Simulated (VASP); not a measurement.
**SnSe in VASP 6.6.1, single-point calculation**

INCAR

```
LCHARG = .FALSE.
NSW = 0
PREC = Accurate
EDIFF = 1E-7
NBANDS = 17
LASPH = .TRUE.
SIGMA = 0.02
ENCUT = 520
LWAVE = .FALSE.
ISMEAR = -1
GGA = RP
LREAL = Auto
IBRION = -1
NELM = 79
ISIF = 2
```

KPOINTS

```
KPOINTS created by Atomic Simulation Environment
0
Gamma
6 6 6
0 0 0
```

POSCAR

```
Sn Se
 1.0000000000000000
     0.0336398429000000    3.3639842879000001    3.3639842879000001
     3.3639842879000001    0.0336398429000000    3.3639842879000001
     3.3976241308000001    3.3976241308000001    0.0000000000000000
 Sn  Se
   1   1
Cartesian
 -0.0000000000000000 -0.0000000000000000  0.0138765990918354
  1.6988120653999998  1.6988120653999998  1.6681155448581642
```

The recommended PBE PAW datasets give the neutral cell 20 valence electrons.

Command

```
mpirun -np 1 vasp_std
```

Problem. Predict the outcome of this run.

Solution. It converged. Results: gap between bands v and c on the k mesh 0.25 eV; least direct gap on the k mesh 0.72 eV; pressure 2.0 GPa. Band v is the last that the valence electrons fill when counted band by band, and c is the next.

OSZICAR

```
N       E                     dE             d eps       ncg     rms          rms(c)
DAV:   1     0.132488705176E+03    0.13249E+03   -0.96409E+03  1572   0.128E+03
DAV:   2     0.668196346223E+01   -0.12581E+03   -0.12197E+03  1677   0.313E+02
DAV:   3    -0.712623278483E+01   -0.13808E+02   -0.13632E+02  1930   0.970E+01
DAV:   4    -0.751220367757E+01   -0.38597E+00   -0.38572E+00  1826   0.176E+01
DAV:   5    -0.752436319260E+01   -0.12160E-01   -0.12159E-01  2190   0.304E+00    0.349E+00
DAV:   6    -0.718329176852E+01    0.34107E+00   -0.92028E-01  2236   0.439E+00    0.217E+00
DAV:   7    -0.718425111167E+01   -0.95934E-03   -0.13000E-01  1639   0.152E+00    0.110E+00
DAV:   8    -0.719247822404E+01   -0.82271E-02   -0.18516E-02  1770   0.118E+00    0.136E-01
DAV:   9    -0.719360925589E+01   -0.11310E-02   -0.43235E-03  1770   0.451E-01    0.107E-01
DAV:  10    -0.719456638490E+01   -0.95713E-03   -0.12514E-03  1662   0.206E-01    0.299E-02
DAV:  11    -0.719484127807E+01   -0.27489E-03   -0.44502E-04  1776   0.120E-01    0.965E-03
DAV:  12    -0.719486251555E+01   -0.21237E-04   -0.32704E-05  1717   0.482E-02    0.380E-03
DAV:  13    -0.719486896945E+01   -0.64539E-05   -0.12404E-05  1675   0.190E-02    0.332E-03
DAV:  14    -0.719486950283E+01   -0.53338E-06   -0.85000E-07  1788   0.637E-03    0.488E-04
DAV:  15    -0.719486951320E+01   -0.10374E-07   -0.52169E-08  1479   0.154E-03
   1 F= -.71948695E+01 E0= -.71948566E+01  d E =-.257383E-04
```

For comparison, a separate PBE run of the intended cell, on usual settings and not on those above, gives a gap of 0.15 eV on its mesh and a pressure of 0.7 GPa.
